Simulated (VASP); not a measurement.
**Ag: elastic constants with PBE**

The system is Ag.

```
CELL_PARAMETERS angstrom
0.00000 2.07500 2.07500
2.07500 0.00000 2.07500
2.07500 2.07500 0.00000
ATOMIC_POSITIONS crystal
Ag 0.00000 0.00000 0.00000
```

The cell was built by a generator and needn't be a form met in nature.

```yaml
Program: VASP 6.6.1
Task: elastic constants
Functional: PBE
Potentials_or_basis: VASP PAW PBE potentials, release 64 (Ag)
Cutoff: 600 eV
k_mesh: 28 × 28 × 28
Occupations: methfessel-paxton, width 0.15 eV
Spin: no spin polarisation
Ions_in_elastic_constants: relaxed
Further_INCAR_settings: ALGO = Normal; EDIFF = 1e-08; IBRION = 6; POTIM = 0.015; NSW = 1; ISIF = 3
```

The relaxed volume is 17.80 Å³/atom, the relaxed cell is a = 2.931 Å, b = 2.931 Å, c = 2.931 Å, α = 60.00°, β = 60.00°, γ = 60.00° and the space group after relaxing (to 0.05 Å) is Fm-3m (No. 225). The elastic constants C11, C12, C44 are 111, 81, 44 GPa and the voigt bulk modulus is 91 GPa.

Final structure:
```xyz
1
Lattice="0.0000 2.0724 2.0724 2.0724 0.0000 2.0724 2.0724 2.0724 0.0000" Properties=species:S:1:pos:R:3 pbc="T T T"
Ag    0.0000    0.0000    0.0000
```

Elastic tensor in Voigt notation (GPa, in the Cartesian axes of the cell as first typed):
```
111  81  81   0   0   0
 81 111  81   0   0   0
 81  81 111   0   0   0
  0   0   0  44   0   0
  0   0   0   0  44   0
  0   0   0   0   0  44
```

Clamped-ion elastic tensor (GPa):
```
111  81  81   0   0   0
 81 111  81   0   0   0
 81  81 111   0   0   0
  0   0   0  44   0   0
  0   0   0   0  44   0
  0   0   0   0   0  44
```

Run time: 30 min on 2 MPI ranks on Intel(R) Xeon(R) Platinum 8488C (Sapphire Rapids), with other jobs on the host, peak memory 1.9 GiB a rank.
